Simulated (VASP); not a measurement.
# GaAs (F-43m) in VASP: a series of runs

Runs on GaAs. Level: PBE. Tasks: G0W0 quasiparticle levels, band structure.

Program: VASP 6.6.1. These are calculated values, not measurements. Logs are shortened: lines on timing, memory, paths and dates and some standing lists are left out, and cuts for length are marked.

**Experimental background.**

From “Evidence of valence band perturbations in GaAsN/GaAs(001): A combined variable-angle spectroscopic ellipsometry and modulated photoreflectance investigation”, 2008, arxiv:0805.2212, for a bulk crystal of GaAs at 300 K: band gap 1.418 ± 0.005 eV (direct).

The results are compared with them further down.

## 1. The structure

It takes space group F-43m (No. 216, cubic). The conventional cell has a = 5.654 Å, b = 5.654 Å, c = 5.654 Å, α = 90.00°, β = 90.00°, γ = 90.00°. As (site symmetry -43m) has 4 Ga at 2.45 Å as nearest neighbours. Ga (site symmetry -43m) is surrounded by 4 As at 2.45 Å.

## 2. G0W0 quasiparticle levels, PBE

POSCAR

```
GaAs
1.0
    0.0000000000      2.8268500000      2.8268500000
    2.8268500000      0.0000000000      2.8268500000
    2.8268500000      2.8268500000      0.0000000000
As Ga
1 1
Direct
    0.7500000000      0.7500000000      0.7500000000
    0.0000000000      0.0000000000      0.0000000000
```

INCAR.step1

```
SYSTEM = GaAs
ALGO     = Normal         ! electronic algorithm
EDIFF    = 1E-8           ! SCF threshold, eV
ENCUT    = 450            ! plane-wave cutoff, eV
GGA      = PE             ! functional
ISMEAR   = 0              ! smearing method
LASPH    = .TRUE.         ! aspherical terms in the spheres
LCHARG   = .FALSE.        ! write CHGCAR
LREAL    = .FALSE.        ! projectors in reciprocal space
LWAVE    = .TRUE.         ! write WAVECAR
NELM     = 60             ! most SCF steps
PREC     = Accurate       ! precision mode
SIGMA    = 0.01           ! smearing width, eV
```

INCAR.step2

```
SYSTEM = GaAs
ALGO     = Exact          ! electronic algorithm
EDIFF    = 1E-8           ! SCF threshold, eV
ENCUT    = 450            ! plane-wave cutoff, eV
GGA      = PE             ! functional
ISMEAR   = 0              ! smearing method
ISTART   = 1            
LASPH    = .TRUE.         ! aspherical terms in the spheres
LCHARG   = .FALSE.        ! write CHGCAR
LOPTICS  = .TRUE.         ! frequency-dependent dielectric function
LREAL    = .FALSE.        ! projectors in reciprocal space
LWAVE    = .TRUE.         ! write WAVECAR
NBANDS   = 280            ! bands
NELM     = 1              ! most SCF steps
PREC     = Accurate       ! precision mode
SIGMA    = 0.01           ! smearing width, eV
```

INCAR.step3

```
SYSTEM = GaAs
ALGO     = EVGW0          ! electronic algorithm
EDIFF    = 1E-8           ! SCF threshold, eV
ENCUT    = 450            ! plane-wave cutoff, eV
ENCUTGW  = 75             ! cutoff of the response function
GGA      = PE             ! functional
ISMEAR   = 0              ! smearing method
ISTART   = 1            
LASPH    = .TRUE.         ! aspherical terms in the spheres
LCHARG   = .FALSE.        ! write CHGCAR
LREAL    = .FALSE.        ! projectors in reciprocal space
LWAVE    = .FALSE.        ! write WAVECAR
NBANDS   = 280            ! bands
NBANDSGW = 17           
NELMGW   = 1            
NOMEGA   = 48             ! frequency points
PREC     = Accurate       ! precision mode
PRECFOCK = Fast         
SIGMA    = 0.01           ! smearing width, eV
```

KPOINTS

```
k-points
0
G
  3 3 3
  0 0 0
```

Potentials or basis: VASP PAW PBE potentials, release 64 (As_GW, Ga_d_GW).

Launch:

```sh
cat potpaw_PBE.64/As_GW/POTCAR potpaw_PBE.64/Ga_d_GW/POTCAR > POTCAR
cp INCAR.step1 INCAR
mpirun -np 1 vasp_std > vasp.out
cp INCAR.step2 INCAR
mpirun -np 1 vasp_std > vasp.out
cp INCAR.step3 INCAR
mpirun -np 1 vasp_std > vasp.out
```

OUTCAR:

```text
SYSTEM = GaAs
   EDIFF = 1E-8
   ENCUT = 450
   ENCUTGW = 75
   GGA = PE
   ISMEAR = 0
   ISTART = 1
   LASPH = .TRUE.
   LREAL = .FALSE.
   NELMGW = 1
   PREC = Accurate
   PRECFOCK = Fast

 Found      4 irreducible k-points:

 Following reciprocal coordinates:
            Coordinates               Weight
  0.000000  0.000000  0.000000      1.000000
  0.333333  0.000000  0.000000      8.000000
  0.333333  0.333333  0.000000      6.000000
 -0.333333  0.333333  0.000000     12.000000
   k-points           NKPTS =      4   k-points in BZ     NKDIM =     27   number of bands    NBANDS=    280
   number of dos      NEDOS =    301   number of ions     NIONS =      2
   total plane-waves  NPLWV =  21952
   dimension x,y,z NGX =    28 NGY =   28 NGZ =   28
   dimension x,y,z NGXF=    56 NGYF=   56 NGZF=   56
   ions per type =               1   1
   NGX,Y,Z   is equivalent  to a cutoff of  11.64, 11.64, 11.64 a.u.
   NGXF,Y,Z  is equivalent  to a cutoff of  23.29, 23.29, 23.29 a.u.
 SYSTEM =  GaAs
   PREC   = accura    normal or accurate (medium, high low for compatibility)
   ISTART =      1    job   : 0-new  1-cont  2-samecut
   ICHARG =      0    charge: 1-file 2-atom 10-const
   ISPIN  =      1    spin polarized calculation?
   LNONCOLLINEAR =      F non collinear calculations
   LSORBIT =      F    spin-orbit coupling
   LASPH  =      T    aspherical Exc in radial PAW
   ENCUT  =  450.0 eV  33.07 Ry    5.75 a.u.   6.91  6.91  6.91*2*pi/ulx,y,z
   NELM   =     60;   NELMIN=  2; NELMDL=  0     # of ELM steps
   EDIFF  = 0.1E-07   stopping-criterion for ELM
   LREAL  =      F    real-space projection
   EDIFFG = 0.1E-06   stopping-criterion for IOM
   NSW    =      0    number of steps for IOM
   IBRION =     -1    ionic relax: 0-MD 1-quasi-New 2-CG
   NFREE  =      0    steps in history (QN), initial steepest desc. (CG)
   ISIF   =      0    stress and relaxation
   ISYM   =      3    0-nonsym 1-usesym 2-fastsym
   POTIM  = 0.5000    time-step for ionic-motion
   TEBEG  =    0.0;   TEEND  =   0.0 temperature during run
   PSTRESS=    0.0 pullay stress
   NELECT =      18.0000    total number of electrons
   NUPDOWN=      -1.0000    fix difference up-down
   EMIN   =  10.00;   EMAX   =-10.00  energy-range for DOS
   EFERMI =   0.00;   METHOD = LEGACY
   ISMEAR =     0;   SIGMA  =   0.01  broadening in eV -4-tet -1-fermi 0-gaus
   EFERMI_NEDOS =   21; number of points for ismear=-14 and -15
   IALGO  =     38    algorithm
   IMIX   =      4    mixing-type and parameters
     AMIX     =   0.40;   BMIX     =  1.00
     AMIX_MAG =   1.60;   BMIX_MAG =  1.00
  volume/ion in A,a.u.               =      22.59       152.44
  Fermi-wavevector in a.u.,A,eV,Ry     =   1.204628  2.276417 19.743799  1.451128
  Thomas-Fermi vector in A             =   2.340347
   LORBIT       =      0    0 simple, 1 ext, 2 COOP (PROOUT), +10 PAW based schemes
   GGA     = PE    functional components
   LHFCALC =     T    Hartree Fock is set to
   PRECFOCK=fast      Normal, Fast or Accurate (Low or Medium for compatibility)
   ENCUT4O =  -1.0   cutoff for four orbital integrals eV
   NKREDX  =     1    reduce k-point grid by
   NKREDY  =     1    reduce k-point grid by
   NKREDZ  =     1    reduce k-point grid by
   AEXX    =    1.0000 exact exchange contribution
   HFSCREEN=    0.0000 screening length (either q_TF or 0.3 A-1)
   HFSCREENC=   0.0000 screening length for correlation (either q_TF or 0.3 A-1)
   ENCUTFOCK=  -1.0 apply spherical cutoff to Coloumb kernel
   IVDW    =     0    specifies the selected vdW correction
   LEPSILON=     F    determine dielectric tensor
   LRPA    =     F    only Hartree local field effects (RPA)
   LRPAFORCE           =     F    calculate RPA forces
   ENCUTGW             =  75.0    cutoff for response function in eV
   ENCUTGWSOFT         =  60.0    soft cutoff for Coulomb kernel in GW response function in eV
   ENCUTLF             =  -1.0    cutoff for local field effects
   NELMGW              =     1    number of iterations in solving QP/BSE equation
   NELMHF              =     1    number of iterations in the inner HF iteration
   NKREDLFX            =     1    NKREDLFY  =   1   NKREDLFZ  =   1
 non-spin polarized calculation
 Gauss-broadening in eV      SIGMA  =   0.01
  energy-cutoff  :      450.00
  volume of cell :       45.18
 maximum number of plane-waves:      1002
  NGX = 16; NGY = 16; NGZ = 16
   NGX = 13   NGY = 13   NGZ = 13
 maximum number of plane-waves:        72
 NGX is ok and might be reduce to    14

 QP shifts <psi_nk| G(iteration)W_0 |psi_nk>: iteration 1
 for sc-GW calculations column KS-energies equals QP-energies in previous step
 and V_xc(KS)=  KS-energies - (<T + V_ion + V_H > + <T+V_H+V_ion>^1  + <V_x>^1)

 k-point   1 :       0.0000    0.0000    0.0000
  band No.  KS-energies  QP-energies   sigma(KS)   V_xc(KS)     V^pw_x(r,r')   Z            occupation Imag(sigma)

      1     -10.9657     -13.9854     -26.0976     -21.7143     -35.0608       0.6889       2.0000       0.2958
      2     -10.9657     -13.9854     -26.0976     -21.7143     -35.0608       0.6889       2.0000       0.2958
      3     -10.9657     -13.9854     -26.0976     -21.7143     -35.0608       0.6889       2.0000       0.2958
      4     -10.8902     -13.9285     -26.2196     -21.8111     -35.1533       0.6892       2.0000       0.2621
      5     -10.8902     -13.9285     -26.2196     -21.8111     -35.1533       0.6892       2.0000       0.2621
      6      -8.7612      -9.1365     -11.6631     -11.1299     -18.0691       0.7039       2.0000       1.1449
[... 9 lines left out ...]
     16      14.0011      13.9431      -9.8908      -9.8151      -4.4893       0.7664       0.0000      -0.2745
     17      15.4490      15.1848      -7.9803      -7.6397      -2.1672       0.7756       0.0000      -0.4389

 k-point   2 :       0.3333    0.0000    0.0000
  band No.  KS-energies  QP-energies   sigma(KS)   V_xc(KS)     V^pw_x(r,r')   Z            occupation Imag(sigma)

      1     -11.0230     -13.9637     -25.7056     -21.4319     -34.6360       0.6881       2.0000       0.3168
      2     -10.9503     -13.9808     -26.1318     -21.7428     -35.0936       0.6905       2.0000       0.2929
      3     -10.9503     -13.9808     -26.1318     -21.7428     -35.0936       0.6905       2.0000       0.2929
      4     -10.8885     -13.9339     -26.2247     -21.8166     -35.1626       0.6909       2.0000       0.2617
      5     -10.8885     -13.9339     -26.2247     -21.8166     -35.1626       0.6909       2.0000       0.2617
      6      -7.6086      -7.9992     -12.2754     -11.7146     -18.3633       0.6965       2.0000       0.9461
[... 9 lines left out ...]
     16      13.5616      13.4432      -9.4405      -9.2856      -3.9861       0.7646       0.0000      -0.3008
     17      17.4296      17.4326      -9.3882      -9.3921      -3.0327       0.7629       0.0000      -0.6225

 k-point   3 :       0.3333    0.3333    0.0000
  band No.  KS-energies  QP-energies   sigma(KS)   V_xc(KS)     V^pw_x(r,r')   Z            occupation Imag(sigma)

      1     -11.0492     -13.9708     -25.6477     -21.3945     -34.5830       0.6869       2.0000       0.3210
      2     -10.9298     -13.9749     -26.1929     -21.7903     -35.1583       0.6917       2.0000       0.2896
      3     -10.9298     -13.9749     -26.1929     -21.7903     -35.1583       0.6917       2.0000       0.2896
      4     -10.9083     -13.9279     -26.1497     -21.7560     -35.0771       0.6873       2.0000       0.2640
      5     -10.8807     -13.9324     -26.2377     -21.8309     -35.1793       0.6925       2.0000       0.2595
      6      -7.1933      -7.5765     -12.3471     -11.7997     -18.2770       0.7000       2.0000       0.8881
[... 9 lines left out ...]
     16      17.0270      16.9855      -9.1300      -9.0753      -2.9007       0.7598       0.0000      -0.5677
     17      19.2177      18.9653      -8.7250      -8.3959      -2.4711       0.7670       0.0000      -0.7359

 k-point   4 :      -0.3333    0.3333    0.0000
  band No.  KS-energies  QP-energies   sigma(KS)   V_xc(KS)     V^pw_x(r,r')   Z            occupation Imag(sigma)

      1     -11.0528     -13.9603     -25.5964     -21.3615     -34.5296       0.6866       2.0000       0.3261
      2     -10.9363     -13.9738     -26.1641     -21.7636     -35.1198       0.6903       2.0000       0.2850
      3     -10.9289     -13.9777     -26.1908     -21.7922     -35.1574       0.6931       2.0000       0.2906
      4     -10.8981     -13.9313     -26.1947     -21.7912     -35.1297       0.6888       2.0000       0.2623
      5     -10.8869     -13.9342     -26.2206     -21.8160     -35.1596       0.6919       2.0000       0.2603
      6      -6.4238      -6.7897     -12.8288     -12.3077     -18.5477       0.7022       2.0000       0.7854
[... 9 lines left out ...]
     16      18.2111      18.1559      -9.0213      -8.9499      -2.7256       0.7737       0.0000      -0.6605
     17      18.6244      18.4411      -8.5017      -8.2679      -2.3578       0.7842       0.0000      -0.6680
```

Run time: 49 s. Hardware: 1 thread of Intel Xeon Platinum 8488C (Sapphire Rapids), shared host; peak memory 0.29 GiB.

These settings aren't checked as converged: the numbers below hold their error.

What came out:

```
Band gap on the k mesh, mean-field level : 0.49 eV, direct
Quasiparticle gap                        : 1.41 eV
Least direct quasiparticle gap           : 1.41 eV
```

Caveat: the k mesh is coarse (spacing up to 0.64 Å⁻¹), so the values aren't converged; bands, screening cutoff and mesh are small and nothing is extrapolated, so the quasiparticle values aren't converged.

## 3. G0W0 quasiparticle levels, PBE

POSCAR is that of step 2.

INCAR.step1 is that of step 2.

INCAR.step2, as its differences from that of step 2:

```diff
@@ -12,3 +12,3 @@
 LWAVE    = .TRUE.         ! write WAVECAR
-NBANDS   = 280            ! bands
+NBANDS   = 189            ! bands
 NELM     = 1              ! most SCF steps
```

INCAR.step3, as its differences from that of step 2:

```diff
@@ -4,3 +4,3 @@
 ENCUT    = 450            ! plane-wave cutoff, eV
-ENCUTGW  = 75             ! cutoff of the response function
+ENCUTGW  = 200            ! cutoff of the response function
 GGA      = PE             ! functional
@@ -12,3 +12,3 @@
 LWAVE    = .FALSE.        ! write WAVECAR
-NBANDS   = 280            ! bands
+NBANDS   = 189            ! bands
 NBANDSGW = 17
```

KPOINTS is that of step 2.

Potentials or basis: VASP PAW PBE potentials, release 64 (As_GW, Ga_d_GW).

Launch:

```sh
cat potpaw_PBE.64/As_GW/POTCAR potpaw_PBE.64/Ga_d_GW/POTCAR > POTCAR
cp INCAR.step1 INCAR
mpirun -np 1 vasp_std > vasp.out
cp INCAR.step2 INCAR
mpirun -np 1 vasp_std > vasp.out
cp INCAR.step3 INCAR
mpirun -np 1 vasp_std > vasp.out
```

OUTCAR:

```text
SYSTEM = GaAs
   EDIFF = 1E-8
   ENCUT = 450
   ENCUTGW = 200
   GGA = PE
   ISMEAR = 0
   ISTART = 1
   LASPH = .TRUE.
   LREAL = .FALSE.
   NELMGW = 1
   PREC = Accurate
   PRECFOCK = Fast

 Found      4 irreducible k-points:

 Following reciprocal coordinates:
            Coordinates               Weight
  0.000000  0.000000  0.000000      1.000000
  0.333333  0.000000  0.000000      8.000000
  0.333333  0.333333  0.000000      6.000000
 -0.333333  0.333333  0.000000     12.000000
   k-points           NKPTS =      4   k-points in BZ     NKDIM =     27   number of bands    NBANDS=    189
   number of dos      NEDOS =    301   number of ions     NIONS =      2
   total plane-waves  NPLWV =  21952
   dimension x,y,z NGX =    28 NGY =   28 NGZ =   28
   dimension x,y,z NGXF=    56 NGYF=   56 NGZF=   56
   ions per type =               1   1
   NGX,Y,Z   is equivalent  to a cutoff of  11.64, 11.64, 11.64 a.u.
   NGXF,Y,Z  is equivalent  to a cutoff of  23.29, 23.29, 23.29 a.u.
 SYSTEM =  GaAs
   PREC   = accura    normal or accurate (medium, high low for compatibility)
   ISTART =      1    job   : 0-new  1-cont  2-samecut
   ICHARG =      0    charge: 1-file 2-atom 10-const
   ISPIN  =      1    spin polarized calculation?
   LNONCOLLINEAR =      F non collinear calculations
   LSORBIT =      F    spin-orbit coupling
   LASPH  =      T    aspherical Exc in radial PAW
   ENCUT  =  450.0 eV  33.07 Ry    5.75 a.u.   6.91  6.91  6.91*2*pi/ulx,y,z
   NELM   =     60;   NELMIN=  2; NELMDL=  0     # of ELM steps
   EDIFF  = 0.1E-07   stopping-criterion for ELM
   LREAL  =      F    real-space projection
   EDIFFG = 0.1E-06   stopping-criterion for IOM
   NSW    =      0    number of steps for IOM
   IBRION =     -1    ionic relax: 0-MD 1-quasi-New 2-CG
   NFREE  =      0    steps in history (QN), initial steepest desc. (CG)
   ISIF   =      0    stress and relaxation
   ISYM   =      3    0-nonsym 1-usesym 2-fastsym
   POTIM  = 0.5000    time-step for ionic-motion
   TEBEG  =    0.0;   TEEND  =   0.0 temperature during run
   PSTRESS=    0.0 pullay stress
   NELECT =      18.0000    total number of electrons
   NUPDOWN=      -1.0000    fix difference up-down
   EMIN   =  10.00;   EMAX   =-10.00  energy-range for DOS
   EFERMI =   0.00;   METHOD = LEGACY
   ISMEAR =     0;   SIGMA  =   0.01  broadening in eV -4-tet -1-fermi 0-gaus
   EFERMI_NEDOS =   21; number of points for ismear=-14 and -15
   IALGO  =     38    algorithm
   IMIX   =      4    mixing-type and parameters
     AMIX     =   0.40;   BMIX     =  1.00
     AMIX_MAG =   1.60;   BMIX_MAG =  1.00
  volume/ion in A,a.u.               =      22.59       152.44
  Fermi-wavevector in a.u.,A,eV,Ry     =   1.204628  2.276417 19.743799  1.451128
  Thomas-Fermi vector in A             =   2.340347
   LORBIT       =      0    0 simple, 1 ext, 2 COOP (PROOUT), +10 PAW based schemes
   GGA     = PE    functional components
   LHFCALC =     T    Hartree Fock is set to
   PRECFOCK=fast      Normal, Fast or Accurate (Low or Medium for compatibility)
   ENCUT4O =  -1.0   cutoff for four orbital integrals eV
   NKREDX  =     1    reduce k-point grid by
   NKREDY  =     1    reduce k-point grid by
   NKREDZ  =     1    reduce k-point grid by
   AEXX    =    1.0000 exact exchange contribution
   HFSCREEN=    0.0000 screening length (either q_TF or 0.3 A-1)
   HFSCREENC=   0.0000 screening length for correlation (either q_TF or 0.3 A-1)
   ENCUTFOCK=  -1.0 apply spherical cutoff to Coloumb kernel
   IVDW    =     0    specifies the selected vdW correction
   LEPSILON=     F    determine dielectric tensor
   LRPA    =     F    only Hartree local field effects (RPA)
   LRPAFORCE           =     F    calculate RPA forces
   ENCUTGW             = 200.0    cutoff for response function in eV
   ENCUTGWSOFT         = 160.0    soft cutoff for Coulomb kernel in GW response function in eV
   ENCUTLF             =  -1.0    cutoff for local field effects
   NELMGW              =     1    number of iterations in solving QP/BSE equation
   NELMHF              =     1    number of iterations in the inner HF iteration
   NKREDLFX            =     1    NKREDLFY  =   1   NKREDLFZ  =   1
 non-spin polarized calculation
 Gauss-broadening in eV      SIGMA  =   0.01
  energy-cutoff  :      450.00
  volume of cell :       45.18
 maximum number of plane-waves:      1002
  NGX = 16; NGY = 16; NGZ = 16
   NGX = 13   NGY = 13   NGZ = 13
 maximum number of plane-waves:       302

 QP shifts <psi_nk| G(iteration)W_0 |psi_nk>: iteration 1
 for sc-GW calculations column KS-energies equals QP-energies in previous step
 and V_xc(KS)=  KS-energies - (<T + V_ion + V_H > + <T+V_H+V_ion>^1  + <V_x>^1)

 k-point   1 :       0.0000    0.0000    0.0000
  band No.  KS-energies  QP-energies   sigma(KS)   V_xc(KS)     V^pw_x(r,r')   Z            occupation Imag(sigma)

      1     -10.9657     -13.0543     -24.7746     -21.7143     -35.0608       0.6825       2.0000       0.3042
      2     -10.9657     -13.0543     -24.7746     -21.7143     -35.0608       0.6825       2.0000       0.3042
      3     -10.9657     -13.0543     -24.7746     -21.7143     -35.0608       0.6825       2.0000       0.3042
      4     -10.8902     -12.9955     -24.8939     -21.8111     -35.1533       0.6829       2.0000       0.2695
      5     -10.8902     -12.9955     -24.8939     -21.8111     -35.1533       0.6829       2.0000       0.2695
      6      -8.7612      -9.3375     -11.9498     -11.1299     -18.0691       0.7028       2.0000       1.0904
[... 9 lines left out ...]
     16      14.0011      13.9225      -9.9176      -9.8151      -4.4893       0.7663       0.0000      -0.2864
     17      15.4490      15.1934      -7.9690      -7.6397      -2.1672       0.7759       0.0000      -0.4479
[... 46 lines left out ...]
      1     -11.0528     -13.0752     -24.3343     -21.3615     -34.5296       0.6803       2.0000       0.3317
      2     -10.9363     -13.0352     -24.8344     -21.7636     -35.1198       0.6835       2.0000       0.2938
      3     -10.9289     -13.0325     -24.8568     -21.7922     -35.1574       0.6864       2.0000       0.2992
      4     -10.8981     -12.9988     -24.8690     -21.7912     -35.1297       0.6825       2.0000       0.2699
      5     -10.8869     -12.9961     -24.8932     -21.8160     -35.1596       0.6854       2.0000       0.2676
      6      -6.4238      -6.9711     -13.0892     -12.3077     -18.5477       0.7002       2.0000       0.7311
[... 9 lines left out ...]
     16      18.2111      18.0790      -9.1210      -8.9499      -2.7256       0.7721       0.0000      -0.6749
     17      18.6244      18.4145      -8.5356      -8.2679      -2.3578       0.7840       0.0000      -0.6785
```

Run time: 59 s. Hardware: 1 thread of Intel Xeon Platinum 8488C (Sapphire Rapids), shared host; peak memory 0.36 GiB.

The run converged, but some of its settings lie outside the range that counts as converged, so its numbers aren't taken as properties of the crystal.

What came out:

- Band gap on the k mesh, mean-field level: 0.49 eV, direct
- Quasiparticle gap: 1.44 eV
- Least direct quasiparticle gap: 1.44 eV

Caveat: the k mesh is coarse (spacing up to 0.64 Å⁻¹), so the values aren't converged; bands, screening cutoff and mesh are small and nothing is extrapolated, so the quasiparticle values aren't converged.

(Part 1 of 2 ends here.)
